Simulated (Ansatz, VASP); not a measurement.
## One calculation of Cs, two programs

Contents of INCAR:

```
SYSTEM = Cs
PREC = Accurate
ENCUT = 520
EDIFF = 1E-7
ISMEAR = -1
SIGMA = 0.05
LREAL = .FALSE.
LASPH = .TRUE.
NELM = 100
ALGO = Normal
ISIF = 2
LWAVE = .FALSE.
LCHARG = .FALSE.
GGA = PE
NBANDS = 10
```

KPOINTS

```
regular mesh
0
G
  6 6 6
  0 0 0
```

Contents of POSCAR:

```
Cs
1.0
    2.9573812377     -4.2495738450      0.0000000000
    2.9573812377      4.2495738450      0.0000000000
   -2.5223715364      0.0000000000      4.3237823906
Cs
1
Direct
    0.0000000000      0.0000000000      0.5000000000
```

File input.yaml:

```yaml
crystal:
  lattice:
    - [2.9573812377, -4.249573845, 0.0]
    - [2.9573812377, 4.249573845, 0.0]
    - [-2.5223715364, 0.0, 4.3237823906]
  atoms:
    - { symbol: Cs, position: [0.0, 0.0, 0.5] }
hamiltonian:
  xc: pbe
  pseudopotentials: { kind: paw }
kpoints:
  mp_grid: { grid: [6, 6, 6] }
scf:
  occupations: { method: fermi_dirac, width: 0.05 }
output:
  forces: true
  stress: true
  eigenvalues: true
  write_density: true
  write_potential: true
  elf: true
  volumetric_format: npy
```

Change from the starting cell: volume scaled by 0.94.

Alike in both runs: task single point; functional PBE; k mesh 6 × 6 × 6; occupations fermi-dirac, width 0.05 eV; no spin polarisation.

|  | VASP | Ansatz |
| --- | --- | --- |
| version | VASP 6.6.1 | Ansatz 0.2.0 |
| potentials or method | VASP PAW PBE potentials, release 64 (Cs_sv) | Ansatz PAW |
| plane-wave cutoff (eV) | 520 | 420 |
| valence electrons in the cell | 9 | 9 |

```csv
,VASP,Ansatz,Ansatz less VASP
gap on the k mesh at the Fermi level (eV),none,none,-
pressure (GPa),0.2,0.2,+0.01
largest component of the traceless stress (GPa),0.07,0.07,0.000
```

A gap of «none» marks a metal or a gap that the smearing closes.

Spin-orbit coupling is left out, which matters for the levels of Cs.
